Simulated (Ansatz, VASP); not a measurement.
## Cross-check of InGaAs2 (ordered alloy, x = 0.5, built in the cubic cell of 8 atoms (invented)) between VASP and Ansatz

One calculation is typed for both programs; each brings its own data sets. How far apart do they land? The cell is generated by rule, not measured, and may not be a known phase. The cell is taken from a series of runs on this material, whose earlier steps may have relaxed, scaled, displaced or heated it; both programs get it as it stands.

Main program and level: Ansatz 0.2.0; plane waves, with VASP 6.6.1 beside it; r2SCAN.

**1. The starting structure**

The structure is tetragonal, space group P-4m2 (No. 115). The conventional cell has a = 4.152 Å, b = 4.152 Å, c = 5.921 Å, α = 90.00°, β = 90.00°, γ = 90.00°. Ga has 4 As at 2.48 Å nearest. Nearest to In lie 4 As at 2.62 Å. Nearest to As lie 2 Ga at 2.48 Å and 2 In at 2.62 Å. Farther neighbours are not listed.

Coordinates:

```cif
data_structure
_symmetry_space_group_name_H-M 'P 1'
_symmetry_Int_Tables_number 1
_cell_length_a 4.1519
_cell_length_b 4.1519
_cell_length_c 5.9207
_cell_angle_alpha 90.000
_cell_angle_beta 90.000
_cell_angle_gamma 90.000
_cell_volume 102.06
loop_
_atom_site_label
_atom_site_type_symbol
_atom_site_fract_x
_atom_site_fract_y
_atom_site_fract_z
_atom_site_occupancy
Ga1 Ga 0.00000 0.00000 0.00000 1
In2 In 0.50000 0.50000 0.50000 1
As3 As 0.00000 0.50000 0.76995 1
As4 As 0.50000 0.00000 0.23005 1
```

**2. Ansatz: relaxation of cell and atoms, r2SCAN, pair 1**

Ansatz runs on its PAW soft_1 files.

The relaxed volume is the usual yardstick between codes: in a stiff, nearly cubic crystal its relative difference is about their pressure difference at one cell divided by the bulk modulus.

The input, input.yaml:

```yaml
crystal:
  lattice:
    - [4.1518754616, 0.0, 0.0]
    - [0.0, 4.1518754616, 0.0]
    - [0.0, 0.0, 5.9207245922]
  atoms:
    - { symbol: Ga, position: [0.0, 0.0, 0.0] }
    - { symbol: In, position: [0.5, 0.5, 0.5] }
    - { symbol: As, position: [0.0, 0.5, 0.7699468335] }
    - { symbol: As, position: [0.5, 0.0, 0.2300531665] }
kpoints:
  mp_grid: { grid: [8, 8, 6] }
hamiltonian:
  xc: r2scan
  pseudopotentials: { kind: paw, azcp: { folder: soft_1 } }
scf:
  occupations: { method: fixed }
output:
  forces: true
  stress: true
  eigenvalues: true
relax:
  adjacent_minimum: "off"
  f_tol: 0.001
  max_steps: 60
  cell: { stress_tol: 0.01 }
```

Started as:

```console
> ansatz run input.yaml --threads 4 --pin off --max-ram 9216MiB --backend cpu --events-out ev --progress --plain --runs-dir out
```

Numbers of over 12 decimals in the logs are rounded to 6 here.

What it wrote:

```text
Engine: ansatz 0.2.0, x86_64-unknown-linux-gnu
Pseudopotentials: kind: paw
Pseudopotential: Ga, paw, valence charge 13, recommended cutoff 500 eV (meta_gga), soft_1/Ga.paw.azcp
Pseudopotential: In, paw, valence charge 13, recommended cutoff 500 eV (meta_gga), soft_1/In.paw.azcp
Pseudopotential: As, paw, valence charge 15, recommended cutoff 500 eV (meta_gga), soft_1/As.paw.azcp
Functional definition: r2SCAN
  parameter k0 = 0.174
  parameter k1 = 0.065
  parameter a1 = 4.9479
  exchange = r2scan_x(k0 = k0, k1 = k1, a1 = a1)
  correlation = r2scan_c
Crystal: 4 atoms, lattice volume = 102.062 Å³
Basis set: ecut = 500 eV, 2581 PW (Γ), exchange–correlation on 128×128×180 points (64 copies of the dense FFT grid, shifted against one another)
Bands: 34, of which v1, the nominal top of the filled ones, is band 28 counted from 1 (27 counted from 0)
Symmetry: 8 space group operations
Space group: P-4m2 (ITA 115), of the structure as read, at distance tolerance 4.7e-5 Å
k-points: 60 of 384 (time reversal used)
Non-local potential: Ga, projectors of the file, l = 0: 2, l = 1: 2, l = 2: 3, l = 3: 1
Non-local potential: In, projectors of the file, l = 0: 2, l = 1: 2, l = 2: 2, l = 3: 1
Non-local potential: As, projectors of the file, l = 0: 2, l = 1: 2, l = 2: 3, l = 3: 1
PAW form: soft (Blöchl's): semilocal exchange-correlation on the pseudo side does not see the compensation charge
PAW frozen core: Ga, regenerated for the run's functional (the file was generated under x = pbe(κ = 0.804, μ = 0.219515), c = pbe(β = 0.066725))
PAW frozen core: In, regenerated for the run's functional (the file was generated under x = pbe(κ = 0.804, μ = 0.219515), c = pbe(β = 0.066725))
PAW frozen core: As, regenerated for the run's functional (the file was generated under x = pbe(κ = 0.804, μ = 0.219515), c = pbe(β = 0.066725))
PAW one-centre angular grid: Ga, 590 points (default); XC on 160 Gauss nodes
PAW one-centre angular grid: In, 590 points (default); XC on 160 Gauss nodes
PAW one-centre angular grid: As, 590 points (default); XC on 160 Gauss nodes
Initial density: superposition of atomic densities (chi_scale 0.1, normalization cell, long waves kept (reshape's long-wave potential 0.01 eV rms))
Initial wavefunctions: pseudopotential atomic-orbital guess
Functional: x = r2scan, c = r2scan; τ floored in thin density (d = 2e-4 eV/Å³)
iter 1 solved again at ethr=1.79e-3 eV; its pass at ethr=3.10e-3 eV (dr2=1.00e0 eV) is discarded
SCF iter   1: F=—  HF=-19132.907841 eV  |F-HF|=—  |Δ(HF+E_count)|=         —  Δρ=3.99e-2  dr2=1.00e0  dr2_τ=1.71e-2  ethr=1.79e-3  ⟨swp⟩=1.0  Hψ=9868  notcnv=0  defer=100
preconditioner: auto → Resta (q_TF=auto, 2.469 Å⁻¹)  ε∞=3.1  [insulator: Δε(μ)=0.187 eV  Ē_g=15.161 eV  n_scr=28 (ndim 8)  ℏωp=22.1 eV  f_vac=0.007  ε∞_Penn≈3.1]
SCF iter   2: F=—  HF=-19132.922200 eV  |F-HF|=—  |Δ(HF+E_count)|=   1.44e-2  Δρ=2.23e-2  dr2=3.46e-1  dr2_τ=1.98e-3  ethr=1.79e-3  ⟨swp⟩=2.0  Hψ=2072  notcnv=0  defer=228
SCF iter   3: F=—  HF=-19132.935439 eV  |F-HF|=—  |Δ(HF+E_count)|=   1.32e-2  Δρ=3.59e-3  dr2=1.49e-2  dr2_τ=2.27e-4  ethr=6.17e-4  ⟨swp⟩=2.5  Hψ=3412  notcnv=0  defer=222
SCF iter   4: F=—  HF=-19132.923466 eV  |F-HF|=—  |Δ(HF+E_count)|=   1.20e-2  Δρ=1.92e-3  dr2=3.14e-3  dr2_τ=3.02e-5  ethr=2.65e-5  ⟨swp⟩=3.0  Hψ=3867  notcnv=0  defer=240
SCF iter   5: F=—  HF=-19132.924748 eV  |F-HF|=—  |Δ(HF+E_count)|=   1.28e-3  Δρ=4.28e-4  dr2=1.81e-4  dr2_τ=6.02e-6  ethr=5.60e-6  ⟨swp⟩=2.0  Hψ=3140  notcnv=0  defer=240
SCF iter   6: F=—  HF=-19132.924543 eV  |F-HF|=—  |Δ(HF+E_count)|=   2.05e-4  Δρ=1.45e-4  dr2=1.98e-5  dr2_τ=6.17e-7  ethr=3.24e-7  ⟨swp⟩=2.0  Hψ=3738  notcnv=0  defer=240
SCF iter   7: F=—  HF=-19132.924548 eV  |F-HF|=—  |Δ(HF+E_count)|=   4.64e-6  Δρ=6.27e-5  dr2=3.11e-6  dr2_τ=5.39e-8  ethr=3.53e-8  ⟨swp⟩=2.0  Hψ=3536  notcnv=0  defer=103
SCF iter   8: F=—  HF=-19132.924551 eV  |F-HF|=—  |Δ(HF+E_count)|=   3.58e-6  Δρ=1.54e-5  dr2=1.91e-7  dr2_τ=3.43e-9  ethr=5.56e-9  ⟨swp⟩=2.0  Hψ=3020  notcnv=0  defer=104
SCF iter   9: F=-19132.924551 eV  HF=-19132.924551 eV  |F-HF|=6.38e-9  |Δ(HF+E_count)|=   8.56e-8  Δρ=3.33e-6  dr2=1.41e-8  dr2_τ=4.20e-10  ethr=1.79e-10  ⟨swp⟩=10.7  Hψ=10191  notcnv=0
SCF 1 converged in 9 iterations: F = -19132.924551 eV  dr2 = 1.41e-8
  greatest PAW one-centre occupation: 0.999 electrons in one spin orbital (limit 2), on the As atom at site 3 (counted from 0), in its partial waves of l = 2
relax step   1: F+E_penalty+E_count = -19132.92455137 eV  Δ(F+E_penalty+E_count) = +0.000e0 eV  max|allowed force component| = 2.381e-4 eV/Å  Δτ_max = 0.0000 Å  P = +0.003 GPa  Ω = 102.062 Å³  (9 SCF iters, dr2 threshold 1.00e-7 eV, accepted)
Initial density: handed on by an earlier stage of this run
Initial wavefunctions: pseudopotential atomic-orbital guess (no wavefunctions were taken with the density)
iter 1 solved again at ethr=1.08e-7 eV; its pass at ethr=3.10e-3 eV (dr2=6.04e-5 eV) is discarded
SCF iter   1: F=—  HF=-19132.924553 eV  |F-HF|=—  |Δ(HF+E_count)|=         —  Δρ=3.43e-6  dr2=1.43e-8  dr2_τ=4.17e-10  ethr=1.08e-7  ⟨swp⟩=3.0  Hψ=12533  notcnv=0  defer=240
eigensolver tolerance schedule: the retry pair's looser diagonalisation over-reported the residual by 4213.43 of it (diagonalisation noise at 0.17 of the residual, at the tolerance the schedule requests for it); recorded, not acted on — ethr = c·dr2/N_el stays at c = 1.0e-1
preconditioner: auto → Resta (q_TF=auto, 2.469 Å⁻¹)  ε∞=3.2  [insulator: Δε(μ)=0.302 eV  Ē_g=14.932 eV  n_scr=28 (ndim 8)  ℏωp=22.1 eV  f_vac=0.094  ε∞_Penn≈3.2]
SCF iter   2: F=—  HF=-19132.924551 eV  |F-HF|=—  |Δ(HF+E_count)|=   1.50e-6  Δρ=1.45e-6  dr2=2.48e-9  dr2_τ=4.03e-11  ethr=2.56e-11  ⟨swp⟩=2.3  Hψ=3693  notcnv=0  defer=231
SCF iter   3: F=—  HF=-19132.924551 eV  |F-HF|=—  |Δ(HF+E_count)|=   1.91e-9  Δρ=7.05e-7  dr2=6.61e-10  dr2_τ=7.37e-12  ethr=4.43e-12  ⟨swp⟩=2.0  Hψ=3019  notcnv=0  defer=231
SCF iter   4: F=—  HF=-19132.924551 eV  |F-HF|=—  |Δ(HF+E_count)|=  6.15e-10  Δρ=4.04e-7  dr2=1.46e-10  dr2_τ=1.32e-12  ethr=1.18e-12  ⟨swp⟩=2.0  Hψ=3019  notcnv=0  defer=231
SCF iter   5: F=—  HF=-19132.924551 eV  |F-HF|=—  |Δ(HF+E_count)|=  2.18e-11  Δρ=7.42e-8  dr2=5.45e-12  dr2_τ=7.01e-14  ethr=1.00e-12  ⟨swp⟩=2.0  Hψ=2247  notcnv=0  defer=231
SCF iter   6: F=—  HF=-19132.924551 eV  |F-HF|=—  |Δ(HF+E_count)|=  7.28e-12  Δρ=3.20e-8  dr2=1.26e-12  dr2_τ=1.25e-14  ethr=1.00e-12  ⟨swp⟩=10.9  Hψ=11091  notcnv=0
SCF iter   7: F=-19132.924551 eV  HF=-19132.924551 eV  |F-HF|=0.00e0  |Δ(HF+E_count)|=    0.00e0  Δρ=1.56e-8  dr2=2.22e-13  dr2_τ=1.95e-15  ethr=1.00e-12  ⟨swp⟩=4.3  Hψ=7332  notcnv=0
SCF 2 converged in 7 iterations: F = -19132.924551 eV  dr2 = 2.22e-13
  greatest PAW one-centre occupation: 0.999 electrons in one spin orbital (limit 2), on the As atom at site 2 (counted from 0), in its partial waves of l = 2
relax step   2: F+E_penalty+E_count = -19132.92455137 eV  Δ(F+E_penalty+E_count) = -8.211e-9 eV  max|allowed force component| = 2.469e-4 eV/Å  Δτ_max = 0.0000 Å  P = +0.003 GPa  Ω = 102.062 Å³  stress off target by 4.69e-3 GPa  SCF on the basis re-selected at this cell (its energy is not comparable with the rows above)  (7 SCF iters)
basis re-selected at this cell: Δ(F+E_penalty+E_count) = -8.211e-9 eV, ΔP = +0.000 GPa vs the last step (what re-selecting the basis moved, of the pressure what is left beyond the Pulay correction that the steps carried, after the strain that the cell walked since its last selection, with what the two solves' SCF thresholds leave and, on support functions, any second-order correction that the steps lacked; it is no m [...]
SCF converged after 7 iterations
Free energy (F): -19132.924551 eV
Harris-Foulkes:  -19132.924551 eV  (|F-HF|=0.00e0)
Internal energy: -19132.924551 eV  (E = F + TS)
E sigma→0 (E₀):  -19132.924551 eV
Fermi energy:    7.397677 eV
--- Per-component energies (eV) ---
  E_band       = -684.247025
  E_kinetic    = 524.641107
  E_local      = -7229.374932  (includes V_loc(G=0)·N_el)
  E_nonlocal   = -549.971317
  E_hartree    = 3909.208650
  E_xc         = -320.793149
  E_vxc        = -308.264911  (∫ρ·V_xc dr)
  E_paw        = -10292.144139  (= ΣΔE_a)
  E_vpaw       = -957.456925  (= ΣTr[D̂ρ^β])
  E_aug_tail   = 0.000009  (compensation charges beyond the density's cutoff)
  E_vtau       = 17.762670  (kinetic-family band-sum trace: ∫τ·v_τ [+ j·A + Jᵃ·Aᵃ] dr)
  E_ewald      = -5171.888475
  E_core_change = -2.602304  (= ΣΔE_core)
  E_smearing   = -0.000000  (= −TS)
  E_closure    = 0.000000  (closes the sum)
  Σ components = -19132.924551   (vs F -19132.924551, Δ=0.00e0)
--- Forces (eV/Å), atoms counted from 1 ---
  atom   1  Ga     0.00000000     0.00000000     0.00000000
  atom   2  In     0.00000000     0.00000000     0.00000000
  atom   3  As    -0.00000000     0.00000000    -0.00024692
  atom   4  As    -0.00000000     0.00000000     0.00024692
  max |Σ_I F_I| component: 4.03e-17 eV/Å
--- Stress (GPa, compression-positive) ---
        0.002055       0.000000      -0.000000
        0.000000       0.002055       0.000000
       -0.000000       0.000000       0.004687
  P = ⅓ Tr σ = 0.0029 GPa (0.029 kbar)
--- Band table (eV; the first three rows and the last of 60) ---
  k-point 0: bands = [... 24 lower, 4.7939, 7.2268, 7.3977, 7.3977, 7.6996, 9.2476, 9.5685, 11.5333, ... 2 higher]
  k-point 1: bands = [... 24 lower, 4.8977, 6.0667, 7.1187, 7.1187, 8.7716, 9.2253, 9.8857, 11.2543, ... 2 higher]
  k-point 2: bands = [... 24 lower, 5.1845, 5.1845, 6.5429, 6.5429, 9.3484, 9.6390, 10.5344, 10.8106, ... 2 higher]
  k-point 59: bands = [... 24 lower, 4.0626, 4.1440, 4.2625, 4.2625, 11.9880, 12.0571, 12.1362, 12.1362, ... 2 higher]
--- Relaxed structure (1 steps of the walk, 1 accepted, 1 SCFs on fresh bases) ---
  F+E_penalty+E_count = -19132.92455137 eV   max|allowed force component| = 2.469e-4 eV/Å   (the final SCF, on the basis selected at the relaxed cell)
  cell:  # Å, volume = 102.0619 Å³
    - [4.1518754616, 0.0, 0.0]
    - [0.0, 4.1518754616, 0.0]
    - [0.0, 0.0, 5.9207245922]
  atoms:
    - { symbol: Ga, position: [0.0, 0.0, 0.0] }
    - { symbol: In, position: [0.500000, 0.500000, 0.500000] }
    - { symbol: As, position: [0.0, 0.500000, 0.769947] }
    - { symbol: As, position: [0.500000, 0.0, 0.230053] }
```

In the SCF lines HF is the Harris–Foulkes energy and dr2 the Hartree energy of the density residual, in eV; the loop may stop once dr2 is under the threshold and the program's other checks hold. Hψ counts applications of the Hamiltonian.

(Part 1 of 2 ends here.)

[Lines on the potential files, build, host, timing and source positions are cut from VASP's logs without a mark.]

[Logs are printed without paths, hosts, clocks, repeated set-up lines and the standing remarks that a program may print on its own settings, such as how far it seeks lower states.]

[Hosts, paths, dates, database ids (printed as entryN), source tags and the programs' standing remarks are cut or masked in the printed files.]
